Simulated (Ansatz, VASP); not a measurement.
## Al2Cu in VASP and in Ansatz

```
Al Cu
1.0
     4.12116    0.00000    0.00000
     0.00000    4.12116    0.00000
     0.00000    0.00000    2.88473
Al Cu
2 1
Direct
  0.50000 0.00000 0.50000
  0.00000 0.50000 0.50000
  0.00000 0.00000 0.00000
```

Alike in both runs: functional PBE; k mesh 10 × 10 × 14; occupations gaussian, width 0.1 eV; no spin polarisation.

Ansatz relaxed the structure, and its values are those at the end. VASP's run is a single point on that final structure, the one shown.

```csv
,VASP,Ansatz
version,VASP 6.6.1,Ansatz 0.2.0
potentials or method,"VASP PAW PBE potentials, release 64 (Al, Cu)","scalar-relativistic, plane waves, PAW"
plane-wave cutoff (eV),520,520
valence electrons in the cell,17,25
```

```csv
,VASP,Ansatz,Ansatz less VASP
gap on the k mesh at the Fermi level (eV),none,none,-
pressure (GPa),0.0,0.0,-0.05
```

A gap of «none» marks a metal or a gap that the smearing closes. With one functional, cell and mesh, what is left measures potentials, basis and numerics. The two sets of potentials don't hold the same shells in valence.
